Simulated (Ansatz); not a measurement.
## Response of Sb to small distortions

```
Sb
1.0
     3.16000    0.00000    0.00000
     0.00000    3.16000    0.00000
     0.00000    0.00000    3.16000
Sb
1
Direct
  0.00000 0.00000 0.00000
```

The cell is COD entry 9013008, as deposited and not checked against the literature; nothing was relaxed.

No spin–orbit coupling, which matters for the heavy atoms here.

Computed with DFT, PBE, all-electron PAW with datasets made for the crystal, scalar-relativistic in Ansatz 0.2.0.

The runs use a Γ-centred 13×13×13 k mesh, Fermi–Dirac smearing of 0.05 eV, cutoff 140 eV (chosen by the program for this cell), no spin polarisation.

The unchanged cell is at -2.50 GPa.

In a metal, stresses and small energies carry noise from the k mesh.

x, y and z are the Cartesian axes of the cell as listed; fractional coordinates follow a strain, and an engineering shear is twice the off-diagonal strain component.

Problem. One change gave: energy change under 1 meV/atom; stress change (xx, yy, zz, yz, xz, xy) 0.00, 0.00, 0.00, -0.15, -0.15, -0.15 GPa, compression positive. Which change was it?
A. z strained by +4 % at fixed volume
B. equal xy, yz and zx engineering shear strains of -2 %
C. equal xy, yz and zx engineering shear strains of -1 %
D. equal xy, yz and zx engineering shear strains of +2 %
E. equal xy, yz and zx engineering shear strains of +1 %
F. equal xy, yz and zx engineering shear strains of -3 %
G. z strained by +1.5 % at fixed volume
H. equal xy, yz and zx engineering shear strains of +3 %

Solution. E. For z strained by +1.5 % at fixed volume: energy change +5 meV/atom; stress change (xx, yy, zz, yz, xz, xy) 1.09, 1.09, -1.98, 0.00, 0.00, 0.00 GPa, compression positive. For z strained by +4 % at fixed volume: energy change +27 meV/atom; stress change (xx, yy, zz, yz, xz, xy) 2.30, 2.30, -3.66, 0.00, 0.00, 0.00 GPa, compression positive. For equal xy, yz and zx engineering shear strains of -3 %: energy change +4 meV/atom; stress change (xx, yy, zz, yz, xz, xy) 0.00, 0.00, 0.00, 0.44, 0.44, 0.44 GPa, compression positive. For equal xy, yz and zx engineering shear strains of -1 %: energy change under 1 meV/atom; stress change (xx, yy, zz, yz, xz, xy) 0.00, 0.00, 0.00, 0.13, 0.13, 0.13 GPa, compression positive. For equal xy, yz and zx engineering shear strains of +2 %: energy change +2 meV/atom; stress change (xx, yy, zz, yz, xz, xy) 0.00, 0.00, 0.00, -0.33, -0.33, -0.33 GPa, compression positive. For equal xy, yz and zx engineering shear strains of -2 %: energy change +2 meV/atom; stress change (xx, yy, zz, yz, xz, xy) -0.01, -0.01, -0.01, 0.29, 0.29, 0.29 GPa, compression positive. For equal xy, yz and zx engineering shear strains of +3 %: energy change +4 meV/atom; stress change (xx, yy, zz, yz, xz, xy) 0.01, 0.01, 0.01, -0.51, -0.51, -0.51 GPa, compression positive.
